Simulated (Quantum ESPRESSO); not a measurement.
AlN:

```
Al N
1.0
     0.00000    2.18399    2.18399
     2.18399    0.00000    2.18399
     2.18399    2.18399    0.00000
Al N
1 1
Direct
  0.00000 0.00000 0.00000
  0.25000 0.25000 0.25000
```

Measurements of this composition are mostly on another form, of space group No. 186.

Base run:

```yaml
Program: Quantum ESPRESSO 7.5
Functional: PBE
Potentials_or_basis: GBRV 1.5 PBE
Cutoff: 612 eV
Density_cutoff: 4898 eV
k_mesh: 8 × 8 × 8, shifted
Occupations: fermi-dirac, width 0.05 eV
Spin: no spin polarisation
```

Its results: pressure 5.4 GPa; electronic dielectric tensor (diagonal) 4.58.

Problem. After a change of settings the same cell gave: pressure 2.5 GPa; electronic dielectric tensor (diagonal) 4.67. Which change was it?
A. functional from PBE to AM05
B. functional from PBE to LDA; potentials or basis from GBRV 1.5 PBE to GBRV 1.5 LDA
C. functional from PBE to BLYP

Solution. A.

AM05 binds more tightly than PBE, so the same cell stands under less pressure.

Caveats: the cell is more than 3 GPa from zero pressure, which shifts response properties (some runs); the potentials were made for another functional, which shifts forces and pressure (some runs).
